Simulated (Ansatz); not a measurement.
Slab: PbSe, a slab with vacuum.

```
CELL_PARAMETERS angstrom
4.41489 0.00000 0.00000
-0.01031 4.41488 0.00000
-2.20229 -2.20744 12.00080
ATOMIC_POSITIONS crystal
Pb 0.80684 0.80730 0.61844
Pb 0.18545 0.19981 0.38238
Se 0.28733 0.32315 0.62319
Se 0.68427 0.69990 0.37796
```

Base run:

- Program: Ansatz 0.2.0
- Functional: r2SCAN
- Potentials or basis: Ansatz PAW
- Cutoff: 500 eV (not typed: the program's choice for these potentials)
- k mesh: 6 × 6 × 3
- Occupations: fermi-dirac, width 0.05 eV
- Spin: no spin polarisation

Its results: band gap on the k mesh 1.87 eV, direct; largest force 0.394 eV/Å.

The run is repeated on the same cell with these changes: functional from r2SCAN to LDA; cutoff from 500 eV (not typed: the program's choice for these potentials) to 420 eV (not typed: the program's choice for these potentials). What comes out?

Band gap on the k mesh 1.47 eV, direct; largest force 0.574 eV/Å.

r2SCAN gives the wider gap, since meta-GGAs in the generalised Kohn-Sham scheme recover part of the derivative discontinuity.

Caveats: the k mesh misses the band edges, so the gap on the mesh is wider than the one along the path; spin-orbit coupling is left out, which as a rule narrows the gap of such compounds by several tenths of an eV; the PAW data sets come from PBE, with cores solved anew for the run's functional, which leaves a small shift of forces and pressure.
